Semilocal density functionals are known to give too small a gap for GaAs. A single computed value, however, carries two errors at once, that of the functional and that of the program with its potentials, basis and mesh. How large is the second when the functional and the crystal cell are held fixed? The GPAW result is withheld below so that an answer drawn from the other rows can be tested on it. The test is not fully blind: the table is sorted by computed gap and the GPAW row keeps its place, which shows that its value lies between those of SIESTA and SIRIUS (2), so at 0.56 eV or more.

Band gap of GaAs (space group F-43m, two-atom cell with 3.998 Å edges, not relaxed) from Kohn-Sham DFT in several programs, taken between the band edges on the k-mesh. SIRIUS 7.12.0 (2) treats the valence electrons without relativity. The measured gap is 1.42 eV, from band-edge photoluminescence of a bulk crystal at 300 K (arXiv:1409.8467).

```
             program                    functional    how the value is got                                  potentials or basis  wave cutoff (eV)  k-mesh  computed band gap (eV)  computed less measured (eV)
   SIRIUS 7.12.0 (1)  LDA with spin-orbit coupling  Kohn-Sham, on the mesh                                 all electron FP LAPW               n/a   8x8x8                   0.048                        -1.37
Quantum ESPRESSO 7.5  PBE with spin-orbit coupling  Kohn-Sham, on the mesh                       PseudoDojo 0.4 FR PBE standard              1143   8x8x8                   0.408                        -1.01
   ABINIT 10.8.3 (1)                        PBEsol  Kohn-Sham, on the mesh              PseudoDojo NC SR PBEsol v0.4.1 standard              1034   6x6x6                   0.439                        -0.98
   ABINIT 10.8.3 (2)                        PBEsol  Kohn-Sham, on the mesh               PseudoDojo NC SR PBEsol v0.4 stringent              1442   6x6x6                   0.443                        -0.98
     exciting sodium                           PBE  Kohn-Sham, on the mesh          all electron LAPW+lo, shipped species files               n/a   8x8x8                   0.511                        -0.91
   ABINIT 10.8.3 (3)                           PBE  Kohn-Sham, on the mesh                                     SPMS NC PBE v1.0               816   6x6x6                   0.512                        -0.91
       ABACUS 3.10.1                           PBE  Kohn-Sham, on the mesh                  PseudoDojo NC SR 0.4.1 PBE standard              1143   8x8x8                   0.516                        -0.90
        SIESTA 5.4.2                           PBE  Kohn-Sham, on the mesh                           PseudoDojo 0.4 standard NC               n/a   8x8x8                    0.56                        -0.86
         GPAW 26.7.0                           PBE  Kohn-Sham, on the mesh  PAW data sets made by gpaw setup for the functional               500   7x7x7                       ?                            ?
   SIRIUS 7.12.0 (2)                          RPBE  Kohn-Sham, on the mesh                                 all electron FP LAPW               n/a   8x8x8                   1.327                        -0.09
```

Three PBE runs without spin-orbit coupling, those of exciting, ABINIT (3) and ABACUS, lie within 0.005 eV of each other. One treats all electrons explicitly, and the other two use different families of pseudopotentials. At this fixed cell the PBE gap is therefore a well-defined number, close to 0.51 eV, that independent methods can reach. SIESTA lies 0.044 eV above ABACUS, probably because its small set of atomic orbitals describes the conduction band less flexibly, though no run with a larger set tests this.

The simplest model follows directly: for one cell, one functional and the same treatment of relativity, the gap is a constant. That constant was fitted to the three agreeing runs, with SIESTA left out because of its small basis. The k-mesh should hardly matter, since both band edges lie at the Γ point, the centre of the Brillouin zone. An unshifted 7x7x7 mesh contains that point, as the even meshes of the other runs do.

The condition on relativity is essential, as the last row shows. SIRIUS (2) gives 1.33 eV with RPBE, almost the measured gap, but its valence electrons were treated without relativity. The bottom of the conduction band at Γ is built largely from s orbitals, which reach the nuclei, where electrons move fast. The top of the valence band is built from p orbitals, which vanish at their own nucleus. Relativity therefore pulls the conduction edge down more than the valence edge and narrows the gap; without it, the gap stays too wide.

A hydrogen-like ion shows the same order in its simplest form. To lowest order, relativity lowers its 4s level more than its 4p level, averaged over spin-orbit splitting. In neutral Ga and As the contrast is sharper: the contracted inner shells screen the nucleus better, so the 4p level barely moves while the 4s level falls. Atoms give the sign of the effect only, because the band states of GaAs spread over both kinds of atom. RPBE and PBE gaps usually differ little at a fixed cell, so most of the 0.81 eV between this row and the PBE constant is probably due to relativity, though no run here separates it from the change of functional and basis. The agreement with experiment is then a cancellation of two errors, which a scalar-relativistic RPBE run would expose.

Spin-orbit coupling is the second relativistic effect, and its size can be worked out. Without it, the valence top at Γ holds six degenerate p-like states, counting spin. The coupling lifts four of them by x and lowers two by Δ − x, where Δ is the splitting between the two groups. The average energy stays put, so

4x = 2(Δ − x), which gives x = Δ/3.

The s-like conduction edge has no such splitting, and the gap shrinks by x. With a rough literature value of Δ = 0.34 eV, this is 0.34/3 ≈ 0.11 eV.

Quantum ESPRESSO and ABACUS offer a nearly clean comparison, with the same functional, cutoff, mesh and family of pseudopotentials. The run with spin-orbit coupling has the smaller gap, by 0.108 eV, in line with the estimate. Neither the estimate nor the Quantum ESPRESSO row entered the fit. SIRIUS (1) also includes the coupling, but it changes the functional, the relativistic treatment and the basis as well, and its smearing of 0.05 eV is as wide as the gap, so the band edges are partly occupied. So small a gap on the mesh may also close between the mesh points, and it is no measure of LDA alone.

For GPAW, which uses PBE without spin-orbit coupling, the forecast is 0.51 eV, with a range of 0.45 to 0.57 eV. The half-width of 0.06 eV is a judgement: it is the offset of SIESTA, widened somewhat to allow for different atomic data sets and a 500 eV cutoff. The value should lie above both PBEsol rows and the PBE row with spin-orbit coupling, and about 0.9 eV below experiment. The model makes no use of the row's place in the sorted table, which already rules out the central figure and leaves only the top of the range open. All this assumes scalar-relativistic data sets; non-relativistic ones would put the gap far higher, as the RPBE row suggests.

The withheld rows as computed:

```
    program  functional    how the value is got                                  potentials or basis  wave cutoff (eV)  k-mesh  computed band gap (eV)  computed less measured (eV)
GPAW 26.7.0         PBE  Kohn-Sham, on the mesh  PAW data sets made by gpaw setup for the functional               500   7x7x7                   0.586                        -0.83
```

GPAW gives 0.586 eV, which is 0.073 eV above the fitted constant of 0.513 eV and just outside the forecast range. The value lies above the PBEsol rows and the PBE row with spin-orbit coupling, as the model says, but also above SIESTA, which the central forecast did not expect. The order of the first table had shown both beforehand, so what the withheld number adds is the size of the miss. The shortfall against experiment is 0.83 eV, somewhat less than the 0.9 eV expected. The interval was too narrow, because it rested on the single deviation that SIESTA happened to show and took no account of which electrons the GPAW data sets freeze.

The likeliest source of the miss shows in the electron count. GPAW treats 8 valence electrons per cell and every other run 28 or 44, so only here are the 3d shells of Ga and As frozen in the core. At Γ three of the Ga 3d states share the symmetry of the valence top, and the two levels repel: the d level is pushed down and the valence top up, which narrows the gap. With the d shell frozen this push is largely lost and the gap widens, which is the sign found. The size is plausible too. In ABINIT (1) the threefold Ga 3d level lies 0.078 eV below the twofold one, although overlap between d shells also feeds that splitting. The cause is not proved until the same program is run with 3d in the valence; the 500 eV cutoff may add a share.

The miss changes the reading of the first three rows. Their agreement shows that PBE has a definite gap for this cell, but all three keep the 3d shells in the valence, and a data set that freezes them need not reproduce it. The deviation of GPAW is as large as the 0.07 eV by which PBEsol lies below PBE. A comparison of these two functionals is therefore meaningful only if the basis is converged and the potentials treat the same electrons as valence.

Against experiment, the differences among programs are still small. The PBE values without spin-orbit coupling now span 0.586 − 0.511 = 0.075 eV, while the three fitted runs fall short of the measured gap by 0.91 eV on average, about twelve times as much. Real GaAs has spin-orbit coupling, so the fairer figure for PBE is the 1.01 eV shortfall of Quantum ESPRESSO. The measurement was made at room temperature; a crystal near absolute zero has a gap about 0.1 eV wider, which adds to the discrepancy with a calculation for atoms at rest.

The fixed cell also hides part of the error. ABACUS finds the crystal under a pressure of 3.36 GPa, which means that PBE would prefer a larger cell. The gap of GaAs changes by roughly 0.11 eV per GPa, a literature value not computed here, so releasing the pressure would lower it by about 3.36 × 0.11 ≈ 0.4 eV. This linear estimate is crude, and ABINIT (3) cannot serve as a check on the pressure, because its cutoff is too short for a reliable stress. The sign still indicates that a fully relaxed PBE calculation would move further from experiment.

What remains lies in the theory itself. The listed gaps are differences between Kohn-Sham orbital energies, whereas the true gap is the energy needed to remove an electron from the crystal less the energy gained by adding one elsewhere. The exact exchange-correlation potential jumps by a constant when an electron is added, and this jump belongs to the true gap but not to the orbital energies. Semilocal functionals lack it and are approximate besides. Hybrid functionals and the GW method address this part of the problem, which a finer mesh or a larger basis leaves untouched.

A usable gap for GaAs must therefore come from measurement or from a method beyond semilocal functionals, and the near match of SIRIUS (2) is no reason to take it from there.





The analysis printed below gives the fitted constant, its scatter and the misses of the rows outside the fit.

Output of the analysis:

```
fit of y on 3 rows (pbe & ~orb): constant 0.513 +/- 0.0015; rms 0.00216, worst ABACUS 3.10.1 -0.003, leave-one-out rms 0.00324
  rows outside the fit (model, value, miss): SIRIUS 7.12.0 (1) 0.513, 0.048, 0.465; Quantum ESPRESSO 7.5 0.513, 0.408, 0.105; ABINIT 10.8.3 (1) 0.513, 0.439, 0.074; ABINIT 10.8.3 (2) 0.513, 0.443, 0.07; SIESTA 5.4.2 0.513, 0.56, -0.047; GPAW 26.7.0 0.513, 0.586, -0.073; SIRIUS 7.12.0 (2) 0.513, 1.327, -0.814
Forecast for GPAW, lower end (eV): 0.453
Forecast for GPAW, upper end (eV): 0.573
Alternative forecast, mean with SIESTA included (eV): 0.5248
Spread of the three PBE rows in the fit (eV): 0.005
SIESTA less ABACUS, both PBE (eV): 0.044
PBEsol mean less PBE constant (eV): -0.072
Quantum ESPRESSO with spin-orbit coupling less ABACUS without (eV): -0.108
One third of the recalled spin-orbit splitting (eV): 0.1133
Non-relativistic RPBE row less PBE constant (eV): 0.814
LDA row less PBE row, both with spin-orbit coupling (eV): -0.36
Mean error of the three PBE rows against experiment (eV): -0.9067
Error of PBE with spin-orbit coupling against experiment (eV): -1.01
Size of the mean PBE error over the SIESTA-ABACUS difference: 20.61
Rough fall of the PBE gap if the cell were relaxed (eV): 0.3696
Powers of ten by which the PBE gap with spin-orbit coupling inflates the intrinsic carrier density at 300 K: 8.484
```
